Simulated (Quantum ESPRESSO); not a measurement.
**Ag under changes of volume**

One of the cells (17.806 Å³/atom); the others are scaled copies at fixed shape and fractional positions:

```
CELL_PARAMETERS angstrom
2.93000 0.00000 0.00000
-1.46500 2.53745 0.00000
0.00000 0.00000 4.79000
ATOMIC_POSITIONS crystal
Ag 0.66667 0.33333 0.75000
Ag 0.33333 0.66667 0.25000
```

This isn't the form of Ag at room conditions, which is fcc.

| Quantity | Value |
| --- | --- |
| Program | Quantum ESPRESSO 7.5 |
| Functional | r2SCAN |
| Potentials or basis | SG15 PBE 1.2 |
| Cutoff | 952 eV |
| Density cutoff | 3810 eV |
| k mesh | 6 × 6 × 4 |
| Occupations | fermi-dirac, width 0.05 eV |
| Spin | no spin polarisation |

```csv
volume (Å³/atom),energy over the lowest point (meV/atom),pressure (GPa)
16.738,?,?
17.094,0.73,1.4
17.450,0.00,-0.7
17.806,3.72,-2.6
18.162,11.25,-4.2
18.518,22.06,-5.6
18.875,35.79,-6.8
```

Question: What does the run at 16.738 Å³/atom give?

Answer: Energy over the lowest point 6.63 meV/atom; pressure 3.9 GPa.

Worked out: A Birch-Murnaghan fit of order 3 (a polynomial in V^(-2/3)) to the other rows has its minimum at 17.32 Å³/atom with B0 = V·E''(V) = 102 GPa and B' = 6.0 at fixed shape and positions, which overstates the stiffness. It gives 6.55 meV/atom at 16.738 Å³/atom, against the run's 6.63, and -dE/dV = 3.9 GPa, against 3.9.

Energies are extrapolated to zero smearing.

Caveats: all runs use coarse meshes; the potentials were made for another functional, which shifts forces and pressure.
